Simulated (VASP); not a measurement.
The system is Sn.

```
Sn
1.0
    -2.02919    2.02919    1.66076
     2.02919   -2.02919    1.66076
     2.02919    2.02919   -1.66076
Sn
1
Direct
  0.00000 0.00000 0.00000
```

This isn't the form of Sn at room conditions, which is tetragonal (white tin).

* Program: VASP 6.6.1
* Task: relaxation of cell and atoms
* Functional: PBEsol
* Potentials or basis: VASP PAW PBE potentials, release 64 (Sn_d)
* Cutoff: 600 eV
* k mesh: 8 × 8 × 8
* Occupations: fermi-dirac, width 0.05 eV
* Spin: no spin polarisation

At the start: pressure -1.9 GPa; volume 27.35 Å³/atom.

Question: Where does the relaxation end?

Answer: Over 7 steps the energy falls by 6.9 meV/atom and the volume is 26.32 Å³/atom (-3.8 %); space group I4/mmm (No. 139, to 0.05 Å).

The path:
```tsv
step	energy change (eV)	largest force (eV/Å)	pressure (GPa)	volume (Å³)
1	0.0000	0.0000	-1.88	27.35
2	-0.0064	0.0000	0.44	26.10
3	-0.0067	0.0000	0.06	26.29
4	-0.0067	0.0000	-0.05	26.32
5	-0.0068	0.0000	0.01	26.32
6	-0.0068	0.0000	0.00	26.33
7	-0.0069	0.0000	0.00	26.32
```

Final structure:
```
CELL_PARAMETERS angstrom
-2.01096 2.01096 1.62734
2.01096 -2.01096 1.62734
2.01096 2.01096 -1.62734
ATOMIC_POSITIONS crystal
Sn 0.00000 0.00000 0.00000
```

Caveat: the PAW data sets were made with another functional, which shifts forces and pressure a little.
